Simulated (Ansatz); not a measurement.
**Two Ansatz runs on TiO2**

The cell was built from the fluorite type and relaxed in the same program, and has space group Fm-3m; it needn't be a known or the stable phase.

First run: DFT, PBE, PAW with Ansatz's default frozen-core files, scalar-relativistic (Ansatz 0.2.0).

Command: `ansatz run input.yaml --threads 1 --pin off --max-ram 3072MiB --backend cpu --events-out ev --progress --plain --runs-dir out` The run took 13 s on 1 thread of Arm Neoverse V2 (shared host).

```yaml
crystal:
  lattice:
    - [0.0, 2.4149992214, 2.4149992214]
    - [2.4149992214, 0.0, 2.4149992214]
    - [2.4149992214, 2.4149992214, 0.0]
  atoms:
    - { symbol: Ti, position: [0.0, 0.0, 0.0] }
    - { symbol: O, position: [0.25, 0.25, 0.25] }
    - { symbol: O, position: [0.75, 0.75, 0.75] }
kpoints:
  mp_grid: { grid: [11, 11, 11] }
  band_path:
    path:
      - [0.0, 0.0, 0.0]
      - [0.5, 0.0, 0.5]
      - [0.625, 0.25, 0.625]
      - [0.375, 0.375, 0.75]
      - [0.0, 0.0, 0.0]
      - [0.5, 0.5, 0.5]
      - [0.5, 0.25, 0.75]
      - [0.5, 0.0, 0.5]
    npoints: 14
scf:
  occupations: { method: fermi_dirac, width: 0.05 }
hamiltonian:
  xc: pbe
  pseudopotentials: { kind: paw }
output:
  forces: true
  stress: true
  eigenvalues: true
  efg: { contact_densities: true }
  populations: true
  bader: true
  dos: { projected: true, de: 0.2, e_range: [-14, 8] }
  write_density: true
  write_potential: true
  elf: true
  volumetric_format: npy
```

Result: converged; pressure -0.01 GPa; gap on the k mesh 1.16 eV (the mesh can miss the band edges); 6 SCF iterations.

The input is then changed:

```diff
@@ -9,5 +9,5 @@
     - { symbol: O, position: [0.75, 0.75, 0.75] }
 kpoints:
-  mp_grid: { grid: [11, 11, 11] }
+  mp_grid: { grid: [4, 4, 4] }
   band_path:
     path:
@@ -32,9 +32,5 @@
   efg: { contact_densities: true }
   populations: true
-  bader: true
-  dos: { projected: true, de: 0.2, e_range: [-14, 8] }
-  write_density: true
-  write_potential: true
-  elf: true
-  volumetric_format: npy
+basis:
+  ecutwfc: "500 eV"
```

Task: What does the second run give?

Result: It converged; energy at zero smearing -3.2 meV/atom from the first run; pressure 0.00 GPa; gap on the k mesh 1.12 eV; 6 SCF iterations. Some of these settings are too coarse for converged properties.
